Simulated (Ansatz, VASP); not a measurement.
Given: the input of a run of Ansatz 0.2.0 on Si. 

The input input.yaml:

```yaml
crystal:
  lattice:
    - [0.0, 2.7218511865, 2.7218511865]
    - [2.7218511865, 0.0, 2.7218511865]
    - [2.7218511865, 2.7218511865, 0.0]
  atoms:
    - { symbol: Si, position: [0.5, 0.5, 0.5] }
    - { symbol: Si, position: [0.75, 0.75, 0.75] }
kpoints:
  mp_grid: { grid: [8, 8, 8] }
scf:
  occupations: { method: fermi_dirac, width: 0.05 }
hamiltonian:
  xc: pbesol
  pseudopotentials: { kind: all_electron, lapw: { basis_error: 0.001 } }
output:
  forces: true
  stress: true
relax:
  f_tol: 0.005
  max_steps: 60
  cell: {}
```

Potentials or basis: all-electron LAPW, scalar-relativistic.

The run is started by

```sh
$ ansatz run input.yaml --threads 1 --pin off --max-ram 3072MiB --backend cpu --events-out ev --progress --plain --runs-dir out
```

Question: What does the same run look like in VASP 6.6.1? Potentials or basis there: PBE PAW files Si, 600 eV.

Answer: As run (cutoffs and basis follow the program's own potentials, and thresholds, step limits or extra output files can differ):

INCAR

```
PREC = Accurate
ENCUT = 600
EDIFF = 1E-6
ISMEAR = -1
SIGMA = 0.05
LREAL = False
LASPH = True
NELM = 60
ALGO = Normal
ISIF = 3
LWAVE = False
LCHARG = False
GGA = PS
IBRION = 2
NSW = 60
EDIFFG = -0.01
```

KPOINTS

```
Automatic mesh
0
Gamma
  8 8 8
```

The input POSCAR:

```
Si
1.0
    0.0000000000      2.7218511865      2.7218511865
    2.7218511865      0.0000000000      2.7218511865
    2.7218511865      2.7218511865      0.0000000000
Si
2
Direct
    0.5000000000      0.5000000000      0.5000000000
    0.7500000000      0.7500000000      0.7500000000
```

Potentials or basis: VASP PAW PBE potentials, release 64 (Si).

Launch:

```console
$ cat potpaw_PBE.64/Si/POTCAR > POTCAR
$ mpirun -np 1 vasp_std > vasp.out
```

Both were run:

|  | Ansatz | VASP |
| --- | --- | --- |
| Relaxed volume | 20.04 Å³/atom | 20.08 Å³/atom |
| Relaxed cell | a = 3.842 Å, b = 3.842 Å, c = 3.842 Å, α = 60.00°, β = 60.00°, γ = 60.00° | a = 3.844 Å, b = 3.844 Å, c = 3.844 Å, α = 60.00°, β = 60.00°, γ = 60.00° |
| Space group after relaxing | Fd-3m (No. 227) | Fd-3m (No. 227) |
| Pressure after relaxing | 0.0 GPa | 0.0 GPa |

VASP's potentials were made for PBE.

Where Ansatz's input types no cutoff or centring, it takes its own default and a Γ-centred mesh.

Pressure is positive in compression.
